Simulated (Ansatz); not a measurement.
## Molecular dynamics of Li

The input (input.yaml):

```yaml
accuracy: low
crystal:
  lattice:
    - [6.98, 0.0, 0.0]
    - [0.0, 6.98, 0.0]
    - [0.0, 0.0, 6.98]
  atoms:
    - { symbol: Li, position: [0.03732464, 0.0038108, 0.00723134] }
    - { symbol: Li, position: [0.5276033, 0.00218803, -0.01140058] }
    - { symbol: Li, position: [0.00684905, 0.39697786, -0.02157432] }
    - { symbol: Li, position: [0.09663866, 0.0158641, 0.43905885] }
    - { symbol: Li, position: [0.29207549, 0.2805796, 0.18332859] }
    - { symbol: Li, position: [0.55342285, 0.50332162, -0.0119273] }
    - { symbol: Li, position: [0.49405704, -0.04541191, 0.50593432] }
    - { symbol: Li, position: [0.68246526, 0.24075332, 0.24435932] }
    - { symbol: Li, position: [0.0301194, 0.56282401, 0.5066149] }
    - { symbol: Li, position: [0.20296357, 0.73358639, 0.19405423] }
    - { symbol: Li, position: [0.24548145, 0.22528696, 0.70573172] }
    - { symbol: Li, position: [0.44772476, 0.52089275, 0.51925096] }
    - { symbol: Li, position: [0.81127265, 0.72140028, 0.18534271] }
    - { symbol: Li, position: [0.72627292, 0.28592733, 0.67466733] }
    - { symbol: Li, position: [0.27410983, 0.79561635, 0.76827447] }
    - { symbol: Li, position: [0.7716667, 0.8142986, 0.73074666] }
basis:
  ecutwfc: 420.0
kpoints:
  mp_grid: { grid: [2, 2, 2] }
hamiltonian:
  xc: pbe
  dispersion: d3bj
scf:
  occupations: { method: fermi_dirac, width: 0.11 }
  lower_state_search: "off"
md:
  timestep: 1
  n_steps: 300
  ensemble: nve
  temperature: 780.0
  initial_velocities: maxwell_boltzmann
  seed: 451626
```

Launched with:

```bash
$ ansatz run input.yaml --threads 1 --pin off --max-ram 3072MiB --backend cpu --events-out ev --progress --plain --runs-dir out
```

It goes on from the last frame of an earlier run, with new velocities.

Output, in part (step lines):

```
md step     0: t =     0.00 fs  T =   780.0 K  F+E_penalty+E_count = -3276.00110100 eV  E_kin = 1.512342 eV  conserved = -3274.48875902 eV  (7 SCF iters)
md step     1: t =     1.00 fs  T =   780.0 K  F+E_penalty+E_count = -3276.00102056 eV  E_kin = 1.512261 eV  conserved = -3274.48875922 eV  (6 SCF iters)
md step     2: t =     2.00 fs  T =   779.9 K  F+E_penalty+E_count = -3276.00088717 eV  E_kin = 1.512128 eV  conserved = -3274.48875951 eV  (6 SCF iters)
md step     3: t =     3.00 fs  T =   779.8 K  F+E_penalty+E_count = -3276.00067862 eV  E_kin = 1.511919 eV  conserved = -3274.48876001 eV  (6 SCF iters)
md step     4: t =     4.00 fs  T =   779.6 K  F+E_penalty+E_count = -3276.00036891 eV  E_kin = 1.511608 eV  conserved = -3274.48876063 eV  (6 SCF iters)
md step     5: t =     5.00 fs  T =   779.4 K  F+E_penalty+E_count = -3275.99992972 eV  E_kin = 1.511168 eV  conserved = -3274.48876173 eV  (2 SCF iters)
md step     6: t =     6.00 fs  T =   779.1 K  F+E_penalty+E_count = -3275.99933115 eV  E_kin = 1.510568 eV  conserved = -3274.48876278 eV  (3 SCF iters)
md step     7: t =     7.00 fs  T =   778.7 K  F+E_penalty+E_count = -3275.99854214 eV  E_kin = 1.509778 eV  conserved = -3274.48876369 eV  (2 SCF iters)
[... lines left out ...]
md step   299: t =   299.00 fs  T =   705.6 K  F+E_penalty+E_count = -3275.85663226 eV  E_kin = 1.368045 eV  conserved = -3274.48858681 eV  (2 SCF iters)
md step   300: t =   300.00 fs  T =   714.4 K  F+E_penalty+E_count = -3275.87366275 eV  E_kin = 1.385057 eV  conserved = -3274.48860610 eV  (6 SCF iters)
```

The steps, from the saved trajectory:

| time (fs) | T (K) | potential energy less start (eV) | conserved less start (meV/atom) |
| --- | --- | --- | --- |
| 0.0 | 780 | 0.000 | 0.00 |
| 10.0 | 777 | 0.006 | 0.00 |
| 20.0 | 756 | 0.047 | 0.00 |
| 30.0 | 705 | 0.146 | 0.00 |
| 40.0 | 654 | 0.245 | 0.00 |
| 50.0 | 685 | 0.184 | 0.00 |
| 60.0 | 763 | 0.033 | -0.02 |
| 70.0 | 735 | 0.087 | 0.00 |
| 80.0 | 771 | 0.017 | 0.01 |
| 90.0 | 907 | -0.246 | -0.01 |
| 100.0 | 899 | -0.231 | -0.02 |
| 110.0 | 688 | 0.179 | 0.00 |
| 120.0 | 504 | 0.536 | 0.02 |
| 130.0 | 586 | 0.377 | 0.01 |
| 140.0 | 821 | -0.081 | -0.02 |
| 150.0 | 897 | -0.226 | -0.02 |
| 160.0 | 747 | 0.064 | 0.00 |
| 170.0 | 597 | 0.355 | 0.01 |
| 180.0 | 604 | 0.341 | 0.01 |
| 190.0 | 790 | -0.019 | 0.00 |
| 200.0 | 980 | -0.388 | -0.02 |
| 210.0 | 933 | -0.296 | -0.01 |
| 220.0 | 731 | 0.095 | 0.01 |
| 230.0 | 632 | 0.287 | 0.01 |
| 240.0 | 697 | 0.161 | 0.00 |
| 250.0 | 785 | -0.010 | 0.00 |
| 260.0 | 811 | -0.060 | 0.00 |
| 270.0 | 817 | -0.072 | 0.00 |
| 280.0 | 794 | -0.028 | -0.01 |
| 290.0 | 707 | 0.141 | 0.01 |
| 300.0 | 714 | 0.127 | 0.01 |

All steps were run. The conserved energy stayed within 0.023 meV per atom of its start (net change 0.0096 meV per atom), so the integration is sound. A run of 0.3 ps of so small a system gives no equilibrium averages. Limits of this set-up: coarse k mesh, low accuracy level.

Mean squared displacements from the first frame to the last, about the centre of mass: Li 0.53 Å².

Last frame:

```xyz
16
Lattice="6.9800 0.0000 0.0000 0.0000 6.9800 0.0000 0.0000 0.0000 6.9800" Properties=species:S:1:pos:R:3
Li 0.294 0.184 0.196
Li 3.373 -0.200 -0.686
Li 0.330 3.954 -0.494
Li -0.224 0.204 3.034
Li 2.109 1.504 1.902
Li 3.460 3.415 -0.700
Li 3.671 0.183 3.616
Li 4.837 1.899 1.114
Li -0.177 3.109 3.518
Li 2.268 5.083 1.883
Li 1.812 1.346 5.281
Li 3.398 3.426 3.692
Li 5.404 5.578 1.670
Li 5.508 1.576 4.977
Li 1.487 5.649 5.001
Li 5.728 5.373 5.221
```

Time of the run: 11 min on 1 thread of Arm Neoverse V2, with other jobs on the host, peak memory 0.58 GiB.
